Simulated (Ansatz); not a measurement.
HgTe (Coloradoite):

```xyz
2
Lattice="0.0000 3.2145 3.2145 3.2145 0.0000 3.2145 3.2145 3.2145 0.0000" Properties=species:S:1:pos:R:3 pbc="T T T"
Hg    0.0000    0.0000    0.0000
Te    4.8217    4.8217    4.8217
```

Base run:

- Program: Ansatz 0.2.0
- Functional: r2SCAN
- Potentials or basis: Ansatz PAW
- Cutoff: 500 eV (not typed: the program's choice for these potentials)
- k mesh: 5 × 5 × 5
- Occupations: fermi-dirac, width 0.05 eV
- Spin: spin-orbit coupling, no magnetisation

Its results: band gap on the k mesh none (metal or under the smearing width); pressure 2.8 GPa.

**Question.** The run is repeated on the same cell with these changes: functional from r2SCAN to PBEsol; cutoff from 500 eV (not typed: the program's choice for these potentials) to 420 eV (not typed: the program's choice for these potentials). What comes out?

**Answer.** Band gap on the k mesh none (metal or under the smearing width); pressure 1.4 GPa.

Caveats: the PAW data sets come from PBE, with cores solved anew for the run's functional, which leaves a small shift of forces and pressure.
